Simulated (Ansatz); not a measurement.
# Mg (P6/mmm, 1 atom in the cell): a soft mode frozen in

Wanted: the energy along a soft mode of Mg (P6/mmm, 1 atom in the cell) and the structure at the end.

Main program and level: Ansatz 0.2.0; DFT PBEsol, scalar-relativistic, plane waves, PAW.

Report form: the programs' logs are mostly left out.

This is not the structure that Mg takes at ambient pressure and room temperature (hexagonal, No. 194); it is a model or a phase of other conditions.

## (1) The starting structure

Symmetry: P6/mmm, No. 191, hexagonal system. The conventional cell has a = 3.076 Å, b = 3.076 Å, c = 3.063 Å, α = 90.00°, β = 90.00°, γ = 120.00°. Nearest to Mg lie 8 Mg at 3.06 to 3.08 Å.

## (2) Response at finite wavevector

The cell comes from relaxations at this level that are not shown. Stability and thermal properties need the whole zone. Linear response on a 3×3×4 q mesh gives force constants as far as a supercell of that size would.

input.yaml

```yaml
crystal:
  lattice:
    - [3.0755538064, 0.0, 0.0]
    - [-1.5377769032, 2.6635077271, 0.0]
    - [0.0, 0.0, 3.0625243538]
  atoms:
    - { symbol: Mg, position: [0.0, 0.0, 0.0] }
kpoints:
  mp_grid: { grid: [15, 15, 12] }
hamiltonian:
  xc: pbesol
scf:
  occupations: { method: methfessel_paxton, width: 0.15 }
output:
  eigenvalues: true
phonons:
  method: dfpt
  qmesh: [3, 3, 4]
  temperatures: { t_max: 1000, t_step: 50 }
  qpath:
    path:
      - [[0.0, 0.0, 0.0], [0.5, 0.0, 0.0], [0.33333333, 0.33333333, 0.0], [0.0, 0.0, 0.0], [0.0, 0.0, 0.5], [0.5, 0.0, 0.5], [0.33333333, 0.33333333, 0.5], [0.0, 0.0, 0.5]]
      - [[0.5, 0.0, 0.5], [0.5, 0.0, 0.0]]
      - [[0.33333333, 0.33333333, 0.5], [0.33333333, 0.33333333, 0.0]]
    npoints: 10
```

On the command line:

```console
$ ansatz run input.yaml --threads 4 --pin off --max-ram 7168MiB --backend cpu --events-out ev --progress --plain --runs-dir out
```

It took 47 s on 4 threads of Arm Neoverse V2, shared host; peak memory 0.87 GiB; 3 min of CPU time.

Numbers from this step:

```
volume per atom                                         : 25.09 Å³
gap on the k-mesh                                       : 0 eV
sum-rule residual before enforcement                    : 6.57e-5 eV/Å²
lowest frequency on the path                            : -128.0 cm⁻¹
highest frequency on the path or at a solved wavevector : 257.8 cm⁻¹
lowest mode on the q mesh (acoustic modes at Γ apart)   : -128.0 cm⁻¹
```

Frequencies (cm⁻¹) solved at each irreducible wavevector; negative means imaginary. Frequencies by wavevector, by row:

```csv
q in reciprocal lattice units,star,mode 1,mode 2,mode 3
0 0 0,1,0,0,0
0 0 0.25,2,-73.1,-73.1,153
0 0 -0.5,1,-111.3,-111.3,206.6
0 0.3333 0,6,-104,133.6,220.7
0 0.3333 0.25,12,117.4,132.6,219.3
0 0.3333 -0.5,6,101.9,218.9,221
0.3333 0.3333 0,2,-128,219.1,219.1
0.3333 0.3333 0.25,4,127.8,218.3,218.3
0.3333 0.3333 -0.5,2,211.4,211.4,216.9
```

Interpolated from a 3×3×4 q mesh. Phonon branches along the path, in cm⁻¹:

```csv
point,branch 1,branch 2,branch 3
Γ,0,0,0
halfway,-85,110,181
M,-120,152,254
halfway,-124,178,244
K,-128,219,219
halfway,-95,132,195
Γ,0,0,0
halfway,-73,-73,153
A,-111,-111,207
halfway,60,169,218
L,128,222,258
halfway,160,220,245
H,211,211,217
halfway,100,187,219
A,-111,-111,207
jump to L,128,222,258
halfway,127,141,256
M,-120,152,254
jump to H,211,211,217
halfway,128,218,218
K,-128,219,219
```

Symmetry leaves 9 wavevectors to solve. The lowest mode among them, the acoustic zeros apart, lies at q = (0.333, 0.333, 0) and is imaginary, 128.0i cm⁻¹, so the energy falls along it.

## (3) The mode frozen in, largest atomic shift 0 Å

The mode followed lies at q = (0, 0, -0.5) with frequency 111.3i cm⁻¹ and is 2-fold degenerate, one of the unstable modes though not the softest. At small amplitude the distorted cell has space group no. 63 by a symmetry search on the positions. The undistorted cell that holds it gives the zero of energy on the same k mesh.

System of this step: Mg. Symmetry: P6/mmm, No. 191, hexagonal system. Conventional cell: a = 3.076 Å, b = 3.076 Å, c = 3.063 Å, α = 90.00°, β = 90.00°, γ = 120.00°. Nearest to Mg lie 8 Mg at 3.06 to 3.08 Å.

input.yaml, the sections that differ from step 2:

```yaml
crystal:
  lattice:
    - [3.0755538064, 0.0, 0.0]
    - [1.5377769032, 2.6635077271, 0.0]
    - [0.0, 0.0, 6.1250487076]
  atoms:
    - { symbol: Mg, position: [0.0, 0.0, 0.0] }
    - { symbol: Mg, position: [0.0, 0.0, 0.5] }
kpoints:
  mp_grid: { grid: [15, 15, 6] }
output:
  forces: true
  stress: true
  eigenvalues: true
# hamiltonian, scf: as in step 2
# phonons: removed
```

Elapsed: 0.73 s, on 4 threads; peak memory 0.34 GiB.

Numbers from this step:

- pressure: 6.18e-5 GPa
- energy from the undistorted cell: 0 meV/atom

The run ends at a pressure of 0.00 GPa.

## (4) The mode frozen in, largest atomic shift 0.6 Å

The atoms are moved along the unstable eigenvector, the largest shift by 0.6 Å, with the cell fixed.

input.yaml, the sections that differ from step 3:

```yaml
crystal:
  lattice:
    - [3.0755538064, 0.0, 0.0]
    - [1.5377769032, 2.6635077271, 0.0]
    - [0.0, 0.0, 6.1250487076]
  atoms:
    - { symbol: Mg, position: [0.2252668516, -0.1126334258, 0.0] }
    - { symbol: Mg, position: [-0.2252668516, 0.1126334258, 0.5] }
# kpoints, hamiltonian, scf, output: as in step 3
```

It took 1.5 s on 4 threads; peak memory 0.41 GiB; 5.6 s of CPU time.

This step gave:

| Property | Result |
| --- | --- |
| pressure | -1.323 GPa |
| energy from the undistorted cell | -115.8 meV/atom |

The energy, extrapolated to zero smearing, is -115.82 meV/atom against the undistorted cell.

The run ends at a pressure of -1.32 GPa, with forces up to 0.19 eV/Å.

## (5) Energy along the mode, all amplitudes (two of the runs are shown above)

An imaginary frequency means negative curvature, so the energy should fall and then rise again as anharmonic terms take over.

Numbers from this step:

* depth at the lowest point sampled: 115.8 meV/atom
* largest atomic shift at that point: 0.6 Å

The energy from the parent by largest atomic shift:

```
largest atomic shift (Å)  energy from the parent (meV/atom)
                   0.000                                  0
                   0.040                             -0.889
                   0.080                              -3.52
                   0.140                              -10.5
                   0.220                              -24.7
                   0.320                              -48.0
                   0.450                              -81.8
                   0.600                               -116
```

Displacement at unit largest shift by atom:

| atom | x (Å) | y (Å) | z (Å) | size |
| --- | --- | --- | --- | --- |
| Mg1 | 0.866 | -0.500 | 0.000 | 1.000 |
| Mg2 | -0.866 | 0.500 | 0.000 | 1.000 |

The lowest of the steps tried is the last one, at 0.6 Å, 116 meV/atom below the parent; the bottom of the well need not coincide with a step.

## (6) Relaxation from the frozen mode

Starting from the lowest point found, all atoms and the cell are let go, so that strain and other modes of the same symmetry can join in.

input.yaml: that of step 4 with these lines changed.

```diff
@@ -18 +18,6 @@
   eigenvalues: true
+relax:
+  adjacent_minimum: "off"
+  f_tol: 0.002
+  max_steps: 120
+  cell: { stress_tol: 0.03 }
```

Elapsed: 16 s, on 4 threads; peak memory 0.45 GiB.

Relaxation path:

| step | energy less that of the first step (eV) | largest force component (eV/Å) | pressure (GPa) | volume (Å³) |
| --- | --- | --- | --- | --- |
| 1 | 0.0000 | 0.1635 | -1.32 | 50.17 |
| 2 | -0.1194 | 0.1029 | -1.20 | 48.26 |
| 3 | -0.1890 | 0.0627 | -0.26 | 45.96 |
| 4 | -0.2371 | 0.0130 | -0.02 | 45.00 |
| 5 | -0.2393 | 0.0017 | 0.09 | 44.87 |
| 6 | -0.2403 | 0.0002 | 0.03 | 44.93 |
| 7 | -0.2404 | 0.0010 | 0.00 | 44.95 |
| 8 | -0.2405 | 0.0000 | 0.00 | 44.96 |
| 9* | -0.2404 | 0.0000 | 0.00 | 44.96 |

Relaxation steps marked * repeat the geometry before them on a plane-wave basis chosen anew for their cell, so energy and pressure can jump there.

The run keeps the 8 symmetry operations that it works with, so distortions that break them were not tested.

```
     cell as run  before  after   change
           a (Å)   3.076  3.175   +3.2 %
           b (Å)   3.076  3.174   +3.2 %
           c (Å)   6.125  5.152  -15.9 %
           γ (°)   60.00  60.01   +0.0 %
volume (Å³/atom)   25.09  22.48  -10.4 %
```

The atoms that moved most (Å, as changes of fractional coordinates times the final cell):

```csv
atom,dx,dy,dz,length
Mg1,0.257,-0.148,0.000,0.297
Mg2,-0.257,0.148,0.000,0.297
```

The relaxed structure:

```xyz
2
Lattice="3.1746 -0.0006 0.0000 1.5868 2.7484 0.0000 0.0000 0.0000 5.1524" Properties=species:S:1:pos:R:3 pbc="T T T"
Mg    0.7935   -0.4581    0.0000
Mg   -0.7935    0.4581    2.5762
```

Numbers from this step:

```
pressure        : 6.93e-4 GPa
volume per atom : 22.48 Å³
```

The distorted start has space group Cmcm; the relaxation ends in P6_3/mmc.

## (7) The new phase in its own primitive cell

The relaxed structure is symmetrised, reduced to its primitive cell and relaxed tightly, as its phonons need.

input.yaml, the sections that differ from step 6:

```yaml
crystal:
  lattice:
    - [3.1745866925, 0.0, 0.0]
    - [-1.5872933463, 2.7492727222, 0.0]
    - [0.0, 0.0, 5.152355517]
  atoms:
    - { symbol: Mg, position: [0.6666666667, 0.3333333333, 0.25] }
    - { symbol: Mg, position: [0.3333333333, 0.6666666667, 0.75] }
kpoints:
  mp_grid: { grid: [15, 15, 8] }
relax:
  adjacent_minimum: "off"
  f_tol: 0.001
  max_steps: 60
  cell: { stress_tol: 0.01 }
# hamiltonian, scf, output: as in step 6
```

Wall time 3.7 s (4 threads); peak memory 0.37 GiB.

Relaxation path:

```csv
step,energy less that of the first step (eV),largest force component (eV/Å),pressure (GPa),volume (Å³)
1,0.0000,0.0000,0.02,44.97
2,-0.0008,0.0000,0.00,44.99
3,-0.0010,0.0000,0.01,44.98
4,-0.0010,0.0000,-0.01,45.00
5*,-0.0010,0.0000,-0.01,45.00
```

Relaxation steps marked * repeat the geometry before them on a plane-wave basis chosen anew for their cell, so energy and pressure can jump there.

Forces are held to the 24 operations that the run works with; a distortion that breaks them can't arise in this run.

```
conventional cell, symmetrised  before  after  change
                         a (Å)   3.175  3.190  +0.5 %
                         b (Å)   3.175  3.190  +0.5 %
                         c (Å)   5.152  5.106  -0.9 %
              volume (Å³/atom)   22.48  22.50  +0.1 %
```

Final coordinates:

```xyz
2
Lattice="3.1901 0.0000 0.0000 -1.5950 2.7627 0.0000 0.0000 0.0000 5.1064" Properties=species:S:1:pos:R:3 pbc="T T T"
Mg    1.5950    0.9209    1.2766
Mg    0.0000    1.8418    3.8298
```

Numbers from this step:

* pressure: -0.006747 GPa
* volume per atom: 22.50 Å³

The forces vanish by symmetry and the pressure is -0.007 GPa, within the tolerances set. The cell now holds 22.50 Å³/atom.

## (8) Modes of the new phase, k-mesh 15×15×8

A relaxed structure may still be a saddle point, so its zone-centre modes are computed. No field response is asked, since the mesh shows no gap.

input.yaml, the sections that differ from step 7:

```yaml
crystal:
  lattice:
    - [3.1900547496, 0.0, 0.0]
    - [-1.5950273748, 2.7626684526, 0.0]
    - [0.0, 0.0, 5.1064226482]
  atoms:
    - { symbol: Mg, position: [0.6666666667, 0.3333333333, 0.25] }
    - { symbol: Mg, position: [0.3333333333, 0.6666666667, 0.75] }
output:
  eigenvalues: true
phonons:
  method: dfpt
# kpoints, hamiltonian, scf: as in step 7
# relax: removed
```

Elapsed: 8.2 s, on 4 threads; peak memory 0.7 GiB; 31 s of CPU time.

This step gave:

```
sum-rule residual before enforcement                    : 6.49e-5 eV/Å²
point group                                             : 6/mmm
highest optical mode at the zone centre (no LO-TO term) : 256.5 cm⁻¹
lowest optical zone-centre mode                         : 130.6 cm⁻¹
```

Patterns of degenerate modes are one choice out of their space. Modes at Γ:

```
mode  frequency (cm⁻¹)  symmetry
   1               0.0  acoustic
   2               0.0  acoustic
   3               0.0  acoustic
   4             130.6       E2g
   5             130.6       E2g
   6             256.5       B1g
```

Displacements in mode 5 (130.6 cm⁻¹), the largest set to 1:
```
Mg1  0.00  1.00  0.00
Mg2  0.00 -1.00  0.00
```

Displacements in mode 6 (256.5 cm⁻¹), the largest set to 1:
```
Mg1  0.00  0.00  1.00
Mg2  0.00  0.00 -1.00
```

Before it was imposed, the acoustic sum rule was missed by 6.5e-5 eV/Å². Small misses are needed for a sound result but don't prove that mesh and cutoff are converged. The lowest optical mode is real, 131 cm⁻¹.

## (9) What came out

```yaml
unstable_mode_of_the_parent: q = (0, 0, -0.5), 111i cm⁻¹
depth_at_the_lowest_point_sampled: 116 meV/atom
largest_atomic_shift_at_that_point: 0.6 Å
space_group_reached_within_0p01_a: P6_3/mmc
energy_gained_over_the_parent_first_relaxation_on_the_mesh_of_the_frozen_mode: 236 meV/atom
volume_per_atom_phase_reached: 22.5 Å³
lowest_optical_zone_centre_mode_phase_reached: 131 cm⁻¹
highest_optical_mode_at_the_zone_centre_no_lo_to_term_phase_reached: 257 cm⁻¹
```

**Reading.** Along this mode the structure falls into P6_3/mmc, 236 meV/atom below the parent. At the parent's cell the well is 115.8 meV/atom deep on the steps tried, with its lowest point at a shift of 0.6 Å. That is the last step tried, so the steps alone don't bracket the bottom of the well. Relaxing atoms and cell changes the gain by +120.25 meV/atom against the lowest step (energies at zero smearing). The new phase has no imaginary mode at the zone centre of its cell; other wavevectors were not checked. Of the 3 patterns followed to their end from this parent, this one reaches the lowest energy. Each path keeps the symmetry of its pattern, so a lower phase may lie along a pattern not tried. With no gap, or one that is small against the smearing, the frequencies hang on the k mesh and the smearing, most of all near Kohn anomalies. A phonon run warned that its eigensolver left some bands unconverged in a pass.

[Logs are printed without paths, hosts, clocks, repeated set-up lines and the standing remarks that a program may print on its own settings, such as how far it seeks lower states.]

[Hosts, paths, dates, database ids (printed as entryN), source tags and the programs' standing remarks are cut or masked in the printed files.]
